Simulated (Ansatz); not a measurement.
# P: a tetragonal deformation path

One table from this session's results is given with a row withheld; the runs are named, their logs left out.

Computed with Ansatz 0.2.0 (DFT PBEsol+D3(BJ), scalar-relativistic, plane waves, PAW, unless a step's input says otherwise).

## The starting structure

Symmetry: Pm-3m, No. 221, cubic system. Conventional cell: a = 2.391 Å, b = 2.391 Å, c = 2.391 Å, α = 90.00°, β = 90.00°, γ = 90.00°. Around P (site symmetry m-3m) lie 6 P at 2.39 Å.

Coordinates:

```cif
data_structure
_symmetry_space_group_name_H-M 'P 1'
_symmetry_Int_Tables_number 1
_cell_length_a 2.3905
_cell_length_b 2.3905
_cell_length_c 2.3906
_cell_angle_alpha 90.000
_cell_angle_beta 90.000
_cell_angle_gamma 90.000
_cell_volume 13.66
loop_
_atom_site_label
_atom_site_type_symbol
_atom_site_fract_x
_atom_site_fract_y
_atom_site_fract_z
_atom_site_occupancy
P1 P 0.00000 0.00000 0.00000 1
```

This cell was relaxed beforehand with the same method: volume 13.66 Å³/atom, gap on the mesh none (metal).

Set-up of the first run:

Contents of input.yaml:

```yaml
crystal:
  lattice:
    - [2.3904808287, 0.0, 0.0]
    - [0.0, 2.3904808287, 0.0]
    - [0.0, 0.0, 2.3906484192]
  atoms:
    - { symbol: P, position: [0.0, 0.0, 0.0] }
basis:
  ecutwfc: 420
kpoints:
  mp_grid: { grid: [28, 28, 28] }
hamiltonian:
  xc: pbesol
  dispersion: d3bj
scf:
  occupations: { method: gaussian, width: 0.15 }
output:
  forces: true
  stress: true
  eigenvalues: true
```

The run is started by

```
ansatz run input.yaml --threads 1 --pin off --max-ram 2560MiB --backend cpu --events-out ev --progress --plain --runs-dir out
```

Among the steps run: The reference: the undisturbed cell on the scan's mesh; At ρ = 0.707; At ρ = 1.414; ρ = 0.850; Point ρ = 1.200; ρ = 0.780; ρ = 1.300; ρ = 0.920; At ρ = 1.100; Point ρ = 0.650; Point ρ = 1.500; Point ρ = 0.960; ρ = 1.050.

One of the session's tables, all rows but one given; the rest of the session is left out.

It belongs to the step «The scan collected». The scan, with free energies counted from the undisturbed cell:

```
    ρ  ΔE (meV/atom)  pressure (GPa)
0.650         2288.3            70.4
0.707         1377.0            42.1
0.780          639.0            19.5
0.850          248.6             7.8
0.920              ?               ?
0.960           17.1             0.7
1.000            0.0             0.1
1.050           21.5             0.6
1.100           70.5             2.4
1.200          227.3             8.2
1.300          409.5            15.6
1.414          600.3            25.0
1.500          765.7            33.7
```

Q: Estimate the row for ρ = 0.920 from the others.

Worked estimate for «ΔE (meV/atom)». A straight line through the neighbours (0.850, 248.6) and (0.960, 17.1) gives 248.6 + (17.1 − 248.6) × (0.920 − 0.850) / (0.960 − 0.850) = 101.3; a parabola fitted to 4 rows on both sides gives 48.3.

**Answer.** ΔE (meV/atom): 63.3; pressure (GPa): 2.1. In «ΔE (meV/atom)» the line misses by +38.0 and the parabola by -15.0.
